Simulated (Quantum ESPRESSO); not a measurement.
Nb:

```xyz
1
Lattice="-1.6640 1.6640 1.6640 1.6640 -1.6640 1.6640 1.6640 1.6640 -1.6640" Properties=species:S:1:pos:R:3 pbc="T T T"
Nb    0.0000    0.0000    0.0000
```

| Property | Result |
| --- | --- |
| Program | Quantum ESPRESSO 7.5 |
| Task | phonon dispersion |
| Functional | LDA |
| Potentials or basis | GBRV 1.5 LDA |
| Cutoff | 612 eV |
| Density cutoff | 4898 eV |
| k mesh | 12 × 12 × 12 |
| Occupations | cold, width 0.2 eV |
| Spin | no spin polarisation |
| Form of the LDA correlation | PZ81 |
| Mixing beta | 0.5 |
| Most SCF iterations | 120 |
| SCF threshold | 2e-10 Ry |
| q mesh | 3 × 3 × 3 |

The cell and the atoms were relaxed first, to 17.11 Å³/atom (a = 2.812 Å, b = 2.812 Å, c = 2.812 Å, α = 109.47°, β = 109.47°, γ = 109.47°), and the response was taken there.

Is this structure dynamically stable at this level, and how far does the spectrum reach?

Yes, as far as this q mesh shows: no mode on the path is imaginary. The highest frequency is 216 cm⁻¹.

Phonon frequencies at the corners of the path (cm⁻¹, interpolated; i marks imaginary ones):
```csv
point,frequencies
Γ,0 0 0
H,214 214 214
N,120 131 195
P,148 148 148
```

Harmonic thermodynamics per atom at this volume (zero-point energy 27.5 meV, Debye temperature from the second moment 283 K):
| T (K) | free energy (meV) | entropy (k_B) | heat capacity Cv (k_B) |
| --- | --- | --- | --- |
| 50 | 27.2 | 0.32 | 0.88 |
| 100 | 23.6 | 1.36 | 2.08 |
| 200 | 4.0 | 3.06 | 2.72 |
| 298.15 | -26.9 | 4.18 | 2.87 |
| 500 | -113.8 | 5.69 | 2.95 |
| 800 | -280.2 | 7.08 | 2.98 |

Phonon states per cell in windows of 10 cm⁻¹ (negative: imaginary):
| from (cm⁻¹) | total |
| --- | --- |
| 0 | 0.00 |
| 10 | 0.00 |
| 20 | 0.00 |
| 30 | 0.01 |
| 40 | 0.01 |
| 50 | 0.02 |
| 60 | 0.02 |
| 70 | 0.03 |
| 80 | 0.05 |
| 90 | 0.07 |
| 100 | 0.11 |
| 110 | 0.28 |
| 120 | 0.42 |
| 130 | 0.33 |
| 140 | 0.27 |
| 150 | 0.23 |
| 160 | 0.24 |
| 170 | 0.23 |
| 180 | 0.23 |
| 190 | 0.22 |
| 200 | 0.16 |
| 210 | 0.07 |

Caveat: the q mesh is small, so phonon branches between its points and thermal values are rough.
